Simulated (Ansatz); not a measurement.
## TiTe₂ (P-3m1), a vibration from a frozen displacement

All numbers below come from Ansatz 0.2.0, DFT PBE, scalar-relativistic, plane waves, PAW. Cutoff 420 eV, Γ-centred 12×12×8 k-points, Gaussian smearing of 0.15 eV. Spin–orbit coupling is left out, which matters for the heavy elements here. No spin polarisation. Energies are free energies at this smearing, counted from the undisturbed cell; pressure is positive in compression.

The starting cell (as given, not relaxed at this level; it stands at 0.9 GPa, and it needn't be the usual structure):

```
Ti Te
1.0
     3.77700    0.00000    0.00000
    -1.88850    3.27098    0.00000
     0.00000    0.00000    6.49800
Ti Te
1 2
Direct
  0.00000 0.00000 0.00000
  0.66667 0.33333 0.26280
  0.33333 0.66667 0.73720
```

Every Ti atom is moved by x along the Cartesian unit vector (0.000, -0.787, 0.617); the cell and all other atoms stay fixed. The cell's volume is 80.28 Å³; the moved atoms weigh 47.867 u together and the others 255.200 u. Some rows repeat others by symmetry and weren't run.

| x (Å) | ΔE (meV/cell) | total force on the moved atoms along the move (eV/Å) | pressure (GPa) |
| --- | --- | --- | --- |
| -0.1000 | 33.38 | 0.6806 | 1.1663 |
| -0.0875 | 25.43 | 0.5903 | 1.1100 |
| -0.0750 | 18.61 | 0.5020 | 1.0614 |
| -0.0625 | 12.88 | 0.4155 | 1.0204 |
| -0.0500 | 8.22 | 0.3304 | 0.9870 |
| -0.0375 | 4.61 | 0.2467 | 0.9611 |
| -0.0250 | 2.05 | 0.1639 | 0.9427 |
| -0.0125 | 0.51 | 0.0818 | 0.9316 |
| 0.0000 | 0.00 | 0.0000 | 0.9279 |
| 0.0125 | 0.51 | -0.0818 | 0.9316 |
| 0.0250 | 2.05 | -0.1639 | 0.9427 |
| 0.0375 | 4.61 | -0.2467 | 0.9611 |
| 0.0500 | 8.22 | -0.3304 | 0.9870 |
| 0.0625 | 12.88 | -0.4155 | 1.0204 |
| 0.0750 | 18.61 | -0.5020 | 1.0614 |
| 0.0875 | 25.43 | -0.5903 | 1.1100 |
| 0.1000 | 33.38 | -0.6806 | 1.1663 |

Question: What frequency belongs to this motion?

Answer: The force constant is k = −dF/dx = 6.543 eV/Å², from the parabola through x = -0.0125, 0 and 0.0125. In every cell the moved atoms swing against the rest, so the mass is μ = m₁m₂/(m₁ + m₂) = 40.307 u, and ν̃ = 521.5 cm⁻¹ × √(|k|/μ) = 210 cm⁻¹. The pattern needn't be a normal mode: ν̃² is then a weighted mean of the squared nonzero frequencies at the zone centre of this cell, so it lies between the lowest and the highest of them.

Question: How far does the harmonic law reach?

Answer: At x = -0.100 Å, kx²/2 = 32.71 meV against the computed 33.38 meV (+2.0 %): the well is still close to harmonic there.

Question: The pressure changes with x². What does that say about the frequency under compression?

Answer: With E = k(V)x²/2, k ∝ V^(−2γ) and x scaling with the cell as V^(1/3), P − P0 = −∂E/∂V = (2γ − 2/3) ΔE/V. At x = 0.0250 Å, V(P − P0) = 80.28 × 0.01476 / 160.2 eV = 7.40 meV and ΔE = 2.05 meV, so γ = 1/3 + V(P − P0)/(2ΔE) = 2.14. This is the Grüneisen parameter of the motion under uniform scaling of the cell: shrinking the cell evenly by 1 % in volume raises the frequency by about 2.14 %.

In a metal these slopes depend on the k mesh and the smearing.